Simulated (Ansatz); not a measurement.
Runs of Ansatz 0.2.0 on CoO. The structure is trigonal, space group R3m (No. 160). Conventional cell: a = 3.204 Å, b = 3.204 Å, c = 7.699 Å, α = 90.00°, β = 90.00°, γ = 120.00°. Around Co (site symmetry 3m) lie 4 O at 1.91 to 1.96 Å. O (site symmetry 3m) is surrounded by 4 Co at 1.91 to 1.96 Å. Measurements of this composition are mostly on another form, of space group No. 225.

```csv
task,level,spin,U,hubbard projectors,double counting,gap on the mesh (eV),pressure (GPa),moment (μB),largest force (eV/Å)
single point,PBEsol,"collinear, random start",-,-,-,none,-7.9,2.79,0.22
projected density of states,PBEsol+U,"collinear, ferromagnetic start",Co d U = 4 eV,ortho-atomic (the default),fll (the default),(a),8.0,3.00,0.43
projected density of states,PBEsol+U,"collinear, ferromagnetic start",Co d U = 3 eV,ortho-atomic (the default),fll (the default),0.17,6.1,3.00,(b)
projected density of states,PBEsol+U,"collinear, ferromagnetic start",Co d U = 8 eV,ortho-atomic (the default),fll (the default),0.71,14.0,3.00,0.51
single point,PBEsol,"collinear, ferromagnetic start",-,-,-,none,-7.9,2.79,0.22
```

Alike in all rows: potentials or basis Ansatz PAW; cell as given; k mesh 10 × 10 × 10; cutoff (eV) 420; smearing fermi-dirac 0.05 eV.

Question: Estimate the missing entries.

Answer: (a) 0.30; (b) 0.41.

Caveats: a cell with one magnetic atom can't hold antiferromagnetic order, which such compounds often take; the PAW data sets come from PBE, with cores solved anew for the run's functional, which leaves a small shift of forces and pressure; the magnetic or orbital state may not be the lowest (some runs); semilocal functionals often make such compounds metallic where correlation or magnetic order opens a gap, which also shifts bond lengths (some runs).

A k mesh can miss the band edges.

A gap of «none» marks a metal or a gap under the smearing width.
